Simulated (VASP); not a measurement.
# C (Fd-3m) in VASP: further runs, part 4 of 4

VASP 6.6.1. The steps go on from the part before.

## Step 6: G0W0 quasiparticle levels, PBE

The input, POSCAR:

```
C
1.0
    0.0000000000      1.7833700000      1.7833700000
    1.7833700000      0.0000000000      1.7833700000
    1.7833700000      1.7833700000      0.0000000000
C
2
Direct
    0.7500000000      0.7500000000      0.7500000000
    0.5000000000      0.5000000000      0.5000000000
```

The input, INCAR.step1:

```
SYSTEM = C
PREC = Accurate
ENCUT = 450
EDIFF = 1E-8
ISMEAR = 0
SIGMA = 0.01
LREAL = .FALSE.
LASPH = .TRUE.
NELM = 60
ALGO = Normal
LWAVE = .TRUE.
LCHARG = .FALSE.
GGA = PE
```

The input, INCAR.step2:

```
SYSTEM = C
PREC = Accurate
ENCUT = 450
EDIFF = 1E-8
ISMEAR = 0
SIGMA = 0.01
LREAL = .FALSE.
LASPH = .TRUE.
NELM = 1
ALGO = Exact
LWAVE = .TRUE.
LCHARG = .FALSE.
GGA = PE
NBANDS = 72
LOPTICS = .TRUE.
ISTART = 1
```

The input, INCAR.step3:

```
SYSTEM = C
PREC = Accurate
ENCUT = 450
EDIFF = 1E-8
ISMEAR = 0
SIGMA = 0.01
LREAL = .FALSE.
LASPH = .TRUE.
ALGO = EVGW0
LWAVE = .FALSE.
LCHARG = .FALSE.
GGA = PE
NELMGW = 1
NBANDS = 72
ENCUTGW = 75
NOMEGA = 48
PRECFOCK = Fast
ISTART = 1
NBANDSGW = 12
```

The input, KPOINTS:

```
regular mesh
0
G
  3 3 3
  0 0 0
```

Potentials or basis: VASP PAW PBE potentials, release 64 (C_GW).

Launch:

```
$ cat potpaw_PBE.64/C_GW/POTCAR > POTCAR
$ cp INCAR.step1 INCAR
$ mpirun -np 1 vasp_std > vasp.out
$ cp INCAR.step2 INCAR
$ mpirun -np 1 vasp_std > vasp.out
$ cp INCAR.step3 INCAR
$ mpirun -np 1 vasp_std > vasp.out
```

OUTCAR:

```text
SYSTEM = C
   PREC = Accurate
   ENCUT = 450
   EDIFF = 1E-8
   ISMEAR = 0
   LREAL = .FALSE.
   LASPH = .TRUE.
   GGA = PE
   NELMGW = 1
   ENCUTGW = 75
   PRECFOCK = Fast
   ISTART = 1

 Found      4 irreducible k-points:

 Following reciprocal coordinates:
            Coordinates               Weight
  0.000000  0.000000  0.000000      1.000000
  0.333333  0.000000  0.000000      8.000000
  0.333333  0.333333  0.000000      6.000000
 -0.333333  0.333333  0.000000     12.000000
   k-points           NKPTS =      4   k-points in BZ     NKDIM =     27   number of bands    NBANDS=     72
   number of dos      NEDOS =    301   number of ions     NIONS =      2
   total plane-waves  NPLWV =   5832
   dimension x,y,z NGX =    18 NGY =   18 NGZ =   18
   dimension x,y,z NGXF=    36 NGYF=   36 NGZF=   36
   ions per type =               2
   NGX,Y,Z   is equivalent  to a cutoff of  11.86, 11.86, 11.86 a.u.
   NGXF,Y,Z  is equivalent  to a cutoff of  23.73, 23.73, 23.73 a.u.
 SYSTEM =  C
   PREC   = accura    normal or accurate (medium, high low for compatibility)
   ISTART =      1    job   : 0-new  1-cont  2-samecut
   ICHARG =      0    charge: 1-file 2-atom 10-const
   ISPIN  =      1    spin polarized calculation?
   LNONCOLLINEAR =      F non collinear calculations
   LSORBIT =      F    spin-orbit coupling
   LASPH  =      T    aspherical Exc in radial PAW
   ENCUT  =  450.0 eV  33.07 Ry    5.75 a.u.   4.36  4.36  4.36*2*pi/ulx,y,z
   NELM   =     60;   NELMIN=  2; NELMDL=  0     # of ELM steps
   EDIFF  = 0.1E-07   stopping-criterion for ELM
   LREAL  =      F    real-space projection
   EDIFFG = 0.1E-06   stopping-criterion for IOM
   NSW    =      0    number of steps for IOM
   IBRION =     -1    ionic relax: 0-MD 1-quasi-New 2-CG
   NFREE  =      0    steps in history (QN), initial steepest desc. (CG)
   ISIF   =      0    stress and relaxation
   ISYM   =      3    0-nonsym 1-usesym 2-fastsym
   POTIM  = 0.5000    time-step for ionic-motion
   TEBEG  =    0.0;   TEEND  =   0.0 temperature during run
   PSTRESS=    0.0 pullay stress
   NELECT =       8.0000    total number of electrons
   NUPDOWN=      -1.0000    fix difference up-down
   EMIN   =  10.00;   EMAX   =-10.00  energy-range for DOS
   EFERMI =   0.00;   METHOD = LEGACY
   ISMEAR =     0;   SIGMA  =   0.01  broadening in eV -4-tet -1-fermi 0-gaus
   EFERMI_NEDOS =   21; number of points for ismear=-14 and -15
   IALGO  =     38    algorithm
   IMIX   =      4    mixing-type and parameters
     AMIX     =   0.40;   BMIX     =  1.00
     AMIX_MAG =   1.60;   BMIX_MAG =  1.00
  volume/ion in A,a.u.               =       5.67        38.28
  Fermi-wavevector in a.u.,A,eV,Ry     =   1.457203  2.753714 28.891161  2.123440
  Thomas-Fermi vector in A             =   2.574032
   LORBIT       =      0    0 simple, 1 ext, 2 COOP (PROOUT), +10 PAW based schemes
   GGA     = PE    functional components
   LHFCALC =     T    Hartree Fock is set to
   PRECFOCK=fast      Normal, Fast or Accurate (Low or Medium for compatibility)
   ENCUT4O =  -1.0   cutoff for four orbital integrals eV
   NKREDX  =     1    reduce k-point grid by
   NKREDY  =     1    reduce k-point grid by
   NKREDZ  =     1    reduce k-point grid by
   AEXX    =    1.0000 exact exchange contribution
   HFSCREEN=    0.0000 screening length (either q_TF or 0.3 A-1)
   HFSCREENC=   0.0000 screening length for correlation (either q_TF or 0.3 A-1)
   ENCUTFOCK=  -1.0 apply spherical cutoff to Coloumb kernel
   IVDW    =     0    specifies the selected vdW correction
   LEPSILON=     F    determine dielectric tensor
   LRPA    =     F    only Hartree local field effects (RPA)
   LRPAFORCE           =     F    calculate RPA forces
   ENCUTGW             =  75.0    cutoff for response function in eV
   ENCUTGWSOFT         =  60.0    soft cutoff for Coulomb kernel in GW response function in eV
   ENCUTLF             =  -1.0    cutoff for local field effects
   NELMGW              =     1    number of iterations in solving QP/BSE equation
   NELMHF              =     1    number of iterations in the inner HF iteration
   NKREDLFX            =     1    NKREDLFY  =   1   NKREDLFZ  =   1
 non-spin polarized calculation
 Gauss-broadening in eV      SIGMA  =   0.01
  energy-cutoff  :      450.00
  volume of cell :       11.34
 maximum number of plane-waves:       259
 NGX is ok and might be reduce to    18
  NGX = 10; NGY = 10; NGZ = 10
   NGX =  9   NGY =  9   NGZ =  9
 maximum number of plane-waves:        18
 NGX is ok and might be reduce to    10

 QP shifts <psi_nk| G(iteration)W_0 |psi_nk>: iteration 1
 for sc-GW calculations column KS-energies equals QP-energies in previous step
 and V_xc(KS)=  KS-energies - (<T + V_ion + V_H > + <T+V_H+V_ion>^1  + <V_x>^1)

 k-point   1 :       0.0000    0.0000    0.0000
  band No.  KS-energies  QP-energies   sigma(KS)   V_xc(KS)     V^pw_x(r,r')   Z            occupation Imag(sigma)

      1     -11.6473     -12.8681     -16.3834     -14.7556     -25.3472       0.7500       2.0000       1.4644
      2       9.8679       9.8010     -16.8982     -16.8171     -19.9899       0.8250       2.0000       0.1061
      3       9.8679       9.8010     -16.8982     -16.8171     -19.9899       0.8250       2.0000       0.1061
      4       9.8679       9.8010     -16.8982     -16.8171     -19.9899       0.8250       2.0000       0.1061
      5      15.4341      16.7081     -13.9503     -15.5106      -8.7983       0.8166       0.0000      -0.1218
      6      15.4341      16.7081     -13.9503     -15.5106      -8.7983       0.8166       0.0000      -0.1218
      7      15.4341      16.7081     -13.9503     -15.5106      -8.7983       0.8166       0.0000      -0.1218
      8      23.1878      24.3949     -14.8255     -16.3713      -7.5094       0.7809       0.0000      -0.3048
      9      29.1228      29.3368     -11.5155     -11.7768      -4.2105       0.8189       0.0000      -0.4689
     10      36.3294      37.2997     -12.6840     -13.8641      -5.7988       0.8223       0.0000      -0.5528
     11      36.3294      37.2997     -12.6840     -13.8641      -5.7988       0.8223       0.0000      -0.5528
     12      37.3230      37.8462     -10.8047     -11.4342      -3.1747       0.8312       0.0000      -0.9906

 k-point   2 :       0.3333    0.0000    0.0000
  band No.  KS-energies  QP-energies   sigma(KS)   V_xc(KS)     V^pw_x(r,r')   Z            occupation Imag(sigma)

      1      -8.6289      -9.7410     -16.4720     -15.0095     -24.6269       0.7604       2.0000       1.0762
      2       0.4696      -0.2592     -16.2798     -15.3535     -21.4005       0.7868       2.0000       0.2779
      3       7.5428       7.3226     -16.7220     -16.4522     -20.2433       0.8162       2.0000       0.1294
      4       7.5428       7.3226     -16.7220     -16.4522     -20.2433       0.8162       2.0000       0.1294
      5      18.1214      19.4743     -13.7865     -15.4507      -8.1198       0.8130       0.0000      -0.1506
      6      18.1214      19.4743     -13.7865     -15.4507      -8.1198       0.8130       0.0000      -0.1506
      7      18.4168      19.4793     -14.3279     -15.6419      -8.5146       0.8085       0.0000      -0.1588
      8      25.1074      26.4218     -13.2994     -14.9668      -5.9266       0.7883       0.0000      -0.3462
      9      30.7909      31.4361     -12.1259     -12.9350      -4.4913       0.7973       0.0000      -0.5423
     10      33.0309      33.8322     -12.0888     -13.0677      -5.0454       0.8185       0.0000      -0.5520
     11      33.0309      33.8322     -12.0888     -13.0677      -5.0454       0.8185       0.0000      -0.5520
     12      35.1274      35.9617     -12.2459     -13.3115      -3.9894       0.7830       0.0000      -0.7814

 k-point   3 :       0.3333    0.3333    0.0000
  band No.  KS-energies  QP-energies   sigma(KS)   V_xc(KS)     V^pw_x(r,r')   Z            occupation Imag(sigma)

      1      -7.6236      -8.7152     -16.4832     -15.0716     -24.3425       0.7733       2.0000       0.9939
      2       2.6743       2.0577     -16.9873     -16.2088     -21.8302       0.7921       2.0000       0.2217
      3       4.5424       4.0939     -16.4196     -15.8618     -20.5574       0.8041       2.0000       0.1672
      4       4.5424       4.0939     -16.4196     -15.8618     -20.5574       0.8041       2.0000       0.1672
      5      13.9803      14.7230     -13.2740     -14.1743      -8.1934       0.8250       0.0000      -0.1170
      6      17.5557      18.1627     -12.3837     -13.1240      -6.5909       0.8200       0.0000      -0.1507
      7      23.9194      25.7160     -14.3451     -16.6162      -7.4123       0.7911       0.0000      -0.2889
      8      23.9194      25.7160     -14.3451     -16.6162      -7.4123       0.7911       0.0000      -0.2889
      9      31.1641      32.5020     -13.8390     -15.5517      -5.9042       0.7812       0.0000      -0.6043
     10      33.0659      34.1580     -12.6177     -14.0015      -4.4506       0.7892       0.0000      -0.6569
     11      41.5289      42.5830     -12.6181     -13.8928      -5.1706       0.8270       0.0000      -1.0283
     12      44.4728      45.1919     -11.6101     -12.5072      -3.1983       0.8017       0.0000      -1.2901

 k-point   4 :      -0.3333    0.3333    0.0000
  band No.  KS-energies  QP-energies   sigma(KS)   V_xc(KS)     V^pw_x(r,r')   Z            occupation Imag(sigma)

      1      -4.2127      -5.1774     -16.9002     -15.6623     -23.8906       0.7793       2.0000       0.6490
      2      -1.0910      -1.9167     -16.7249     -15.6693     -22.6185       0.7822       2.0000       0.3896
      3       0.4601      -0.2735     -15.6558     -14.7311     -20.4133       0.7933       2.0000       0.2627
      4       5.1713       4.7624     -16.5232     -16.0176     -20.5476       0.8088       2.0000       0.1570
      5      16.1747      16.9280     -12.9161     -13.8331      -7.4417       0.8215       0.0000      -0.1348
      6      22.7827      24.4861     -14.1113     -16.2645      -7.3004       0.7911       0.0000      -0.2640
      7      23.3949      24.8875     -13.9153     -15.8044      -6.9698       0.7901       0.0000      -0.2762
      8      24.8609      26.4522     -14.2379     -16.2715      -6.8366       0.7825       0.0000      -0.3463
      9      26.7823      27.6712     -12.6778     -13.7675      -6.2290       0.8157       0.0000      -0.2837
     10      33.5173      34.2557     -12.0283     -12.9221      -5.2095       0.8261       0.0000      -0.5318
     11      34.6985      36.1614     -13.2882     -15.1757      -4.6899       0.7750       0.0000      -0.7950
     12      43.6201      44.1455     -11.3777     -12.0205      -3.2034       0.8173       0.0000      -1.2430
```

It took 3.6 s on 1 thread of Intel Xeon 6975P-C (Granite Rapids), shared host; peak memory 0.12 GiB.

The run converged, but some of its settings lie outside the range that counts as converged, so its numbers aren't taken as properties of the crystal.

Results:

* Band gap on the k mesh, mean-field level: 4.11 eV, indirect (least direct gap 5.57 eV)
* Quasiparticle gap: 4.92 eV
* Least direct quasiparticle gap: 6.91 eV

Caveat: the k mesh is coarse (spacing up to 1.02 Å⁻¹), so the values aren't converged; the cutoff is under 1.25 times the usual one of these potentials, so pressure, stress and relaxed cells hold a basis-set (Pulay) error; bands, screening cutoff and mesh are small and nothing is extrapolated, so the quasiparticle values aren't converged; an odd mesh through Γ misses points on the zone boundary, where band edges often lie.

## Step 7: For comparison

An earlier run on the cell as given: functional PBE; potentials or basis VASP PAW PBE potentials, release 64 (C); cutoff 520 eV; k mesh 13 × 13 × 13; occupations fermi-dirac, width 0.05 eV; no spin polarisation.

* Pressure: 2.5 GPa
* Band gap on the k mesh: 4.14 eV, indirect (least direct gap 5.59 eV)
